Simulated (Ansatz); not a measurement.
## Structure relaxation of Tl

All numbers below come from DFT PBEsol, scalar-relativistic, plane waves, PAW (Ansatz 0.2.0). Cutoff 420 eV, Γ-centred k mesh, Gaussian smearing, no spin polarisation in the final step.

A relaxed cell is given with its space group left out.

```
CELL_PARAMETERS angstrom
6.14786 0.00000 0.00000
0.00000 6.14786 0.00000
0.00000 0.00000 6.14786
ATOMIC_POSITIONS crystal
Tl 0.50000 0.50000 0.50000
Tl 0.00000 0.00000 0.00000
Tl 0.25000 0.00000 0.50000
Tl 0.50000 0.25000 0.00000
Tl 0.50000 0.75000 0.00000
Tl 0.75000 0.00000 0.50000
Tl 0.00000 0.50000 0.75000
Tl 0.00000 0.50000 0.25000
```

Energies count from the standard state of Tl at the same level.

Question: What space group does it have?

Answer: Pm-3n (No. 223). Conventional cell: a = 6.148 Å. Tl on Wyckoff site a (2 atoms of the primitive cell) is coordinated by 12 Tl at 3.44 Å; Tl on Wyckoff site c (6 atoms of the primitive cell) has 2 Tl at 3.07 Å, 4 Tl at 3.44 Å and 8 Tl at 3.76 Å.

Question: How far above the standard state of Tl does it lie?

Answer: 0.05 eV/atom.

Question: Is it a metal?

Answer: Yes, bands cross the Fermi level on the 6×6×6 mesh.

The final run used a 6×6×6 mesh on its 8-atom cell and 0.10 eV smearing. The k mesh leaves about 4 meV/atom of noise in metals. Spin–orbit coupling is left out. The cell came from a trial start, so Tl may not exist in this structure.